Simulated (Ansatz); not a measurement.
# BeSe, space group F-43m: a calculation of the dielectric tensor and Born charges

With Ansatz 0.2.0, Python API.

At the Python prompt:
```pycon
>>> import ansatz as az
>>> import numpy as np
>>> FUNCTIONAL = "pbesol"
>>> CUTOFF_EV = 550
>>> K_LENGTH = 14
>>> OCCUPATIONS = "fixed"
>>> lattice = az.Lattice.of(
...     (0.0, 2.535, 2.535),
...     (2.535, 0.0, 2.535),
...     (2.535, 2.535, 0.0),
... )
>>> sites = [
...     ("Be", (0.0, 0.0, 0.0)),
...     ("Se", (0.25, 0.25, 0.25)),
... ]
>>> structure = az.Crystal(lattice=lattice)
>>> for symbol, position in sites:
...     structure = structure.atom(symbol, position)
...
>>> [site.symbol for site in structure.resolved().sites]
['Be', 'Se']
>>> # an insulator: whole occupations
>>> model = (
...     structure.calculation()
...     .functional(FUNCTIONAL)
...     .basis(CUTOFF_EV)
...     .kpoints(length=K_LENGTH)
...     .occupations(OCCUPATIONS)
...     .dielectric()
... )
>>> res = model.run(threads=1)

>>> response = res.dielectric
>>> eps = np.asarray(response.eps_inf)
>>> values = np.linalg.eigvalsh(eps)
>>> print("principal values of eps_inf:", np.round(values, 3))
principal values of eps_inf: [6.16 6.16 6.16]
>>> print("refractive indices:", np.round(np.sqrt(values), 3))
refractive indices: [2.482 2.482 2.482]
>>> for site, z in zip(res.lattice.sites, response.zstar_e):
...     print(f"{site.symbol:2s} Z* trace/3 = {np.trace(z) / 3:+.3f} e")
...
Be Z* trace/3 = +1.480 e
Se Z* trace/3 = -1.480 e
>>> print(f"charge neutrality missed by {response.zstar_sum_residual_pre_e:.4f} e before the sum rule")
charge neutrality missed by 0.0002 e before the sum rule
```

Notes:
- With fixed filling the reported Fermi level is the top filled level among the k-points of the SCF.
- Energy and stress may still move on a finer k-point mesh.
- Pressure is positive in compression.
- The starting cell is as deposited in a crystallographic database; the results hold for this polymorph, which needn't be the stable one.
- This is the electronic (clamped-ion) response; a semilocal gap that is too small tends to raise it. The typed mesh is that of the SCF; the response is solved on denser meshes that the run picks.
- It ran for 18 s on 1 thread of Arm Neoverse V2, with other jobs on the host, peak memory 0.45 GiB.

(Lines on the test bed's own set-up are left out of the output.)
